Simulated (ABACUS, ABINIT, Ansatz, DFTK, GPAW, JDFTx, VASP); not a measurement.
HgTe: 7 runs at one level of theory

```
CELL_PARAMETERS angstrom
0.00000 3.21450 3.21450
3.21450 0.00000 3.21450
3.21450 3.21450 0.00000
ATOMIC_POSITIONS crystal
Hg 0.99737 0.00315 0.99558
Te 0.74873 0.75226 0.74921
```

Atoms were shifted at random by some hundredths of an Å from the given cell, which wasn't relaxed again for these runs.

Alike in all runs: task single point; functional PBEsol; k mesh 7 × 7 × 7; occupations fermi-dirac, width 0.05 eV; no spin polarisation; no spin-orbit coupling. Pressure is positive in compression and, in plane waves, holds the error of the finite cutoff.

```
                                        program and potentials  plane-wave cutoff (eV)                                                            notes  pressure (GPa)  largest force (eV/Å)  energy over the undisturbed cell (meV/atom)
   ABACUS, PseudoDojo NC SR 0.4.1 PBEsol standard, plane waves                    1129                          18 valence electrons an atom on average            1.83                 0.076                                         0.35
JDFTx, PseudoDojo-SR-PBEsol-0.4.1-standard with smoothed tails                    1088                          18 valence electrons an atom on average            1.83                 0.076                                         0.35
            DFTK, PseudoDojo SR PBEsol 0.4.1 standard (PBEsol)                    1088                          18 valence electrons an atom on average            1.83                 0.076                                            -
                            VASP, PBE PAW files Hg, Te, 520 eV                     520  potentials made for PBE; 9 valence electrons an atom on average            1.90                 0.077                                            -
             GPAW, PAW data sets generated for this functional                     600                          12 valence electrons an atom on average            1.74                 0.076                                         0.35
               ABINIT, PseudoDojo NC SR PBEsol v0.4.1 standard                    1088                          18 valence electrons an atom on average            1.83                 0.076                                            -
                Ansatz, all-electron LAPW, scalar-relativistic                       -                                                                -            1.78                 0.075                                            -
```

Force on atom 1 (Hg), eV/Å:

```csv
program and potentials,x,y,z
"ABACUS, PseudoDojo NC SR 0.4.1 PBEsol standard, plane waves",0.037,0.066,0.009
"JDFTx, PseudoDojo-SR-PBEsol-0.4.1-standard with smoothed tails",0.037,0.066,0.009
"DFTK, PseudoDojo SR PBEsol 0.4.1 standard (PBEsol)",0.037,0.066,0.009
"VASP, PBE PAW files Hg, Te, 520 eV",0.037,0.067,0.009
"GPAW, PAW data sets generated for this functional",0.037,0.066,0.009
"ABINIT, PseudoDojo NC SR PBEsol v0.4.1 standard",0.037,0.066,0.009
"Ansatz, all-electron LAPW, scalar-relativistic",0.036,0.065,0.008
```

The pressure spans 1.74 (GPAW, PAW data sets generated for this functional) to 1.90 GPa (VASP, PBE PAW files Hg, Te, 520 eV), with all-electron results at 1.78.

The functional is the same throughout but for its coding, so the spread measures potentials, basis and numerics; runs on potential files found faulty are left out.
